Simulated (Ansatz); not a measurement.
How K2S answers to pressure

```
CELL_PARAMETERS angstrom
0.00000 3.73133 3.73133
3.73133 0.00000 3.73133
3.73133 3.73133 0.00000
ATOMIC_POSITIONS crystal
S 0.00000 0.00000 0.00000
K 0.25000 0.25000 0.25000
K 0.75000 0.75000 0.75000
```

The structure comes from a relaxation in the same program, started in the fluorite type, and has space group Fm-3m. Whether it is a known phase or the ground state wasn't checked.

All numbers below come from DFT, PBE, all-electron LAPW, scalar-relativistic in Ansatz 0.2.0.

Sampling and basis: a Γ-centred 10×10×10 k mesh, Fermi–Dirac smearing of 0.03 eV, basis error target 1 meV/atom, no spin polarisation.

The cell is scaled evenly with fractional coordinates held. Semilocal gaps are too small, but their slopes carry over better.

| V/V(cell) | P (GPa) | gap on the k mesh (eV) |
| --- | --- | --- |
| 0.9800 | 0.39 | 2.372 |
| 1.0000 | 0.00 | 2.321 |
| 1.0200 | -0.34 | 2.272 |
| 1.0600 | -0.93 | 2.176 |

Problem. From the rows at 0.9800 and 1.0200, what is the bulk modulus at the cell's volume?

Solution. B = −ΔP/Δln V = −[(-0.34) − (0.39)]/0.04001 = 18.2 GPa.

Problem. What are the gap's volume deformation potential and pressure coefficient?

Solution. dEg/dln V = (2.272 − 2.372)/0.04001 = -2.50 eV, and dEg/dP = −(dEg/dln V)/B = 137 meV/GPa: pressure widens the gap.

Problem. Predict the row at V/V(cell) = 0.9405. How far is a linear estimate of P off?

Solution. P = 1.28 GPa, gap 2.478 eV. The linear estimate P(cell) − B ln(V/V(cell)) = 1.12 GPa misses by 0.16 GPa, since the modulus grows under compression.
